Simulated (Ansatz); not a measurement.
# Frozen normal mode in AlGa₃N₄

All numbers below come from DFT PBEsol, scalar-relativistic, plane waves, PAW in Ansatz 0.2.0. Cutoff 420 eV, Γ-centred 6×6×6 k-points, Gaussian smearing of 0.05 eV. No spin polarisation. Energies are free energies at this smearing, counted from the undisturbed cell; pressure is positive in compression.

The undisturbed cell (relaxed at this level; it needn't be the usual structure):

```
Al Ga N
1.0
     4.46763    0.00000    0.00000
     0.00000    4.46763    0.00000
     0.00000    0.00000    4.46763
Al Ga N
1 3 4
Direct
  0.00000 0.00000 0.00000
  0.50000 0.50000 0.00000
  0.50000 0.00000 0.50000
  0.00000 0.50000 0.50000
  0.75503 0.75503 0.24497
  0.75503 0.24497 0.75503
  0.24497 0.75503 0.75503
  0.24497 0.24497 0.24497
```

A zone-centre mode of this cell is frozen in: each atom moves by x times its row below, so x is the largest displacement.
```
atom ux uy uz
 Al1   0.000   0.000   0.000
 Ga2  -0.101   0.000   0.000
 Ga3   0.101   0.000  -0.101
 Ga4   0.000   0.000   0.101
  N5  -0.408   0.817   0.408
  N6   0.408   0.000  -0.408
  N7  -0.408  -0.817   0.408
  N8   0.408   0.000  -0.408
```

x (Å), ΔE (meV/cell) and a bar:
```
  -0.2000     1093.1 ##############################
  -0.1000      264.1 #######
   0.0000        0.0
   0.0250       16.3
   0.0500       65.5 ##
   0.0750      147.8 ####
   0.1250      415.3 ###########
   0.1500      602.8 #################
   0.1750      828.1 #######################
```

By symmetry 0.2000 repeats -0.2000, -0.1500 repeats 0.1500, 0.1000 repeats -0.1000, -0.0500 repeats 0.0500 in energy, with the opposite slope along the path.